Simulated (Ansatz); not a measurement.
CaO (zincblende), relaxed with r2SCAN in the PAW code Ansatz: space group F-43m (No. 216), cubic; a = 5.213 Å in the conventional setting, 17.71 Å³ an atom. Around Ca lie 4 O at 2.26 Å; around O lie 4 Ca at 2.26 Å. The primitive cell holds 2 atoms in 35.43 Å³. These are computed values for a spin-unpolarised cell that may be hypothetical; none is a measurement.

Computed values: HSE06 (6×6×6) gives a least gap of 4.73 eV and a least direct gap of 5.35 eV. In PBE's bands the lowest conduction level rises by 0.127 eV from Γ to the point 0.1205 1/Å along Γ–X; the direct gap at Γ is 3.95 eV. PBEsol's static dielectric constant, on its own cell, is 7.1. r2SCAN's ε∞ is 3.09. On the PBEsol cell (Ω = 34.74 Å³ for two atoms) PBEsol gives ω_TO = 380.6 cm⁻¹, Z* = ±2.092 and ε∞ = 3.338.

**Question.** At what wavelength does absorption set in by HSE06, excitons left aside?

**Answer.** λ = 1239.84 eV nm/E: 262 nm for the least gap, where it needs phonons and is weak, and 232 nm for direct transitions. That lies in the ultraviolet, so by this gap the crystal is transparent to visible light.

**Question.** Estimate the electron mass at Γ from the rise of PBE's conduction level.

**Answer.** A parabola gives m*/mₑ = (ħ²/2mₑ) k²/ΔE = 3.810 × 0.1205²/0.127 = 0.436. The band flattens away from Γ; with E(1 + E/E_g) = ħ²k²/2m* the mass at the edge is 0.436/(1 + 0.127/3.95) = 0.422 (1/E_g is only a rough value for the bending). It is PBE's mass, and a gap that is too small makes it too light.

**Question.** With that mass, what binding energy and radius does a hydrogenic donor have?

**Answer.** E_D = 13.606 eV × m*/ε⁰² = 13.606 × 0.422/7.1² = 114 meV; a_D = 0.529 Å × ε⁰/m* = 9 Å. That is 1.7 lattice constants, too small for the model, so the numbers are a rough scale.

**Question.** What refractive index and reflectivity at normal incidence follow, below the gap and above the phonons?

**Answer.** n = √3.09 = 1.758; R = ((n − 1)/(n + 1))² = (0.758/2.758)² = 7.6 % a face.

**Question.** Work out the longitudinal frequency.

**Answer.** ω_LO² − ω_TO² = 4π Z*² e²/(ε∞ μ Ω), with μ = 40.08×16.00/56.08 = 11.435 u and e² = 14.400 eV Å; √(eV/(u Å²)) is 521.47 cm⁻¹. That gives 1.62e+05 cm⁻², so ω_LO = √(380.6² + 1.62e+05) = 554.3 cm⁻¹; the program prints 554.3.

**Question.** What static dielectric constant follows from Lyddane-Sachs-Teller, and how strong is the polar coupling 1/ε∞ − 1/ε⁰?

**Answer.** ε⁰ = ε∞ (ω_LO/ω_TO)² = 3.338 × (554.3/380.6)² = 7.08 (the run: 7.08). 1/ε∞ − 1/ε⁰ = 0.2996 − 0.1412 = 0.1583, the factor that enters the Fröhlich constant.

The meshes of the hybrids are coarse, so their gaps aren't converged to the digits shown.
